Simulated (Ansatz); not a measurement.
**SrO: stress in a strained cell**

Aim: deform SrO (zz strain of -3 %) and compute stress, forces and field gradients with LAPW, PAW and all-electron datasets made for the crystal.

Program: Ansatz 0.2.0. Level of theory: DFT PBE, scalar-relativistic. These are calculated values, not measurements.

### 1 Starting point

Symmetry: Fm-3m, No. 225, cubic system. The conventional cell has a = 5.140 Å, b = 5.140 Å, c = 5.140 Å, α = 90.00°, β = 90.00°, γ = 90.00°. Sr (site symmetry m-3m) has 6 O at 2.57 Å as nearest neighbours. O (site symmetry m-3m) has 6 Sr at 2.57 Å as nearest neighbours.

Structure file:

```cif
data_structure
_symmetry_space_group_name_H-M 'P 1'
_symmetry_Int_Tables_number 1
_cell_length_a 3.6342
_cell_length_b 3.6342
_cell_length_c 3.6342
_cell_angle_alpha 60.000
_cell_angle_beta 60.000
_cell_angle_gamma 60.000
_cell_volume 33.94
loop_
_atom_site_label
_atom_site_type_symbol
_atom_site_fract_x
_atom_site_fract_y
_atom_site_fract_z
_atom_site_occupancy
Sr1 Sr 0.00000 0.00000 0.00000 1
O1 O 0.50000 0.50000 0.50000 1
```

Atoms are numbered in the order of the input: Sr1, O2.

### 2 The deformed structure

Space group Fm-3m before, I4/mmm after.

### 3 LAPW, all electrons

Contents of input.yaml:

```yaml
crystal:
  lattice:
    - [0.0, 2.5698, 2.492706]
    - [2.5698, 0.0, 2.492706]
    - [2.5698, 2.5698, 0.0]
  atoms:
    - { symbol: Sr, position: [0.0, 0.0, 0.0] }
    - { symbol: O, position: [0.5, 0.5, 0.5] }
kpoints:
  mp_grid: { grid: [8, 8, 8] }
  band_path:
    path:
      - [0.0, 0.0, 0.0]
      - [0.0, 0.5, 0.5]
      - [0.25, 0.75, 0.5]
      - [0.0, 0.5, 0.0]
      - [0.0, 0.0, 0.0]
      - [0.5, 0.5, 0.0]
      - [0.3828515251, 0.6171484749, 0.0]
      - [-0.3828515251, 0.3828515251, 0.0]
      - [0.0, 0.0, 0.0]
    npoints: 5
scf:
  occupations: { method: fermi_dirac, width: 0.02 }
hamiltonian:
  xc: pbe
  pseudopotentials: { kind: all_electron, lapw: { basis_error: 0.00025 } }
output:
  forces: true
  stress: true
  eigenvalues: true
```

On the command line:

```bash
ansatz run input.yaml --threads 1 --pin off --max-ram 3072MiB --backend cpu --events-out ev --progress --plain --runs-dir out
```

### 4 PAW on the default files

Contents of input.yaml:

```yaml
crystal:
  lattice:
    - [0.0, 2.5698, 2.492706]
    - [2.5698, 0.0, 2.492706]
    - [2.5698, 2.5698, 0.0]
  atoms:
    - { symbol: Sr, position: [0.0, 0.0, 0.0] }
    - { symbol: O, position: [0.5, 0.5, 0.5] }
kpoints:
  mp_grid: { grid: [8, 8, 8] }
scf:
  occupations: { method: fermi_dirac, width: 0.02 }
hamiltonian:
  xc: pbe
  pseudopotentials: { kind: paw }
output:
  forces: true
  stress: true
  eigenvalues: true
  efg: { contact_densities: true }
```

### 5 All-electron PAW on datasets made for the crystal

input.yaml, as its differences from that of step 4:

```diff
@@ -14,3 +14,3 @@
   xc: pbe
-  pseudopotentials: { kind: paw }
+  pseudopotentials: { kind: all_electron, datasets: crystal }
 output:
```

(Steps that only read results are left out.)

Q: Predict the outcome of this session. Wanted: pressure; largest shear or deviatoric stress.

**Answer**, as computed:

| quantity | value |
| --- | --- |
| pressure | LAPW 6.31, PAW 6.31, crystal datasets 6.31 GPa |
| largest shear or deviatoric stress (LAPW) | 3.44 GPa |

The largest part of the stress beyond the pressure is 3.44 GPa in size, in the zz component; the atoms are carried along and not relaxed. No run of the undeformed cell stands beside it, so the pressure holds what the given cell had before the change. PAW: stress within 0.01 GPa of LAPW. Crystal datasets: stress within 0.01 GPa of LAPW.
